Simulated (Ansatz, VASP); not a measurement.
**One calculation of Pd, two programs**

```xyz
2
Lattice="2.7190 0.0000 0.0000 -1.3595 2.3547 0.0000 0.0000 0.0000 4.5665" Properties=species:S:1:pos:R:3 pbc="T T T"
Pd    0.0000    1.5698    1.1416
Pd    1.3595    0.7849    3.4249
```

Alike in both runs: functional PBEsol; k mesh 18 × 18 × 10; occupations gaussian, width 0.1 eV; no spin polarisation.

Ansatz relaxed the structure, and its values are those at the end. VASP's run is a single point on that final structure, the one shown.

```csv
,VASP,Ansatz
version,VASP 6.6.1,Ansatz 0.2.0
potentials or method,"VASP PAW PBE potentials, release 64 (Pd)","scalar-relativistic, plane waves, PAW"
plane-wave cutoff (eV),520,420
valence electrons in the cell,20,36
```

|  | VASP | Ansatz | Ansatz less VASP |
| --- | --- | --- | --- |
| gap on the k mesh at the Fermi level (eV) | none | none | - |
| pressure (GPa) | -0.3 | 0.0 | +0.33 |

A gap of «none» marks a metal or a gap that the smearing closes. The two sets of potentials don't hold the same shells in valence.

Caveats: the PAW data sets were made with another functional, which shifts forces and pressure a little (VASP).
